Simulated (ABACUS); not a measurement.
Al in ABACUS: the effect of dispersion

The system is Al.

```
CELL_PARAMETERS angstrom
-0.02046 1.97065 2.04383
2.00266 0.00997 2.01341
2.05929 1.99687 -0.04667
ATOMIC_POSITIONS crystal
Al 0.00000 0.00000 0.00000
```

Alike in all runs:

* Program: ABACUS 3.10.1
* Task: equation of state
* Functional: PBEsol
* Potentials or basis: PseudoDojo NC SR 0.4.1 PBE standard
* Cutoff: 1361 eV
* Density cutoff: 5442 eV
* Basis: DZP LCAO (the cutoffs set its grid)
* k mesh: 8 × 8 × 8
* Occupations: fermi-dirac, width 0.05 eV
* Spin: no spin polarisation

```tsv
dispersion	V0 of scaled cells (Å³/atom)	B0 (GPa)
none	16.40	85
D3	?	?
D3(BJ)	15.81	93
```

**Question.** What does the run with dispersion D3 give?

**Answer.** V0 of scaled cells 16.10 Å³/atom; B0 89 GPa.

Caveats: the atomic orbitals were generated for these runs and aren't a published set; the cell was scaled at fixed shape and fractional positions, which overstates the stiffness of a crystal with free parameters, most of all of layers and chains; the potentials were made for another functional, which shifts forces and pressure; the basis of atomic orbitals isn't converged, which shifts pressures, moduli and gaps.
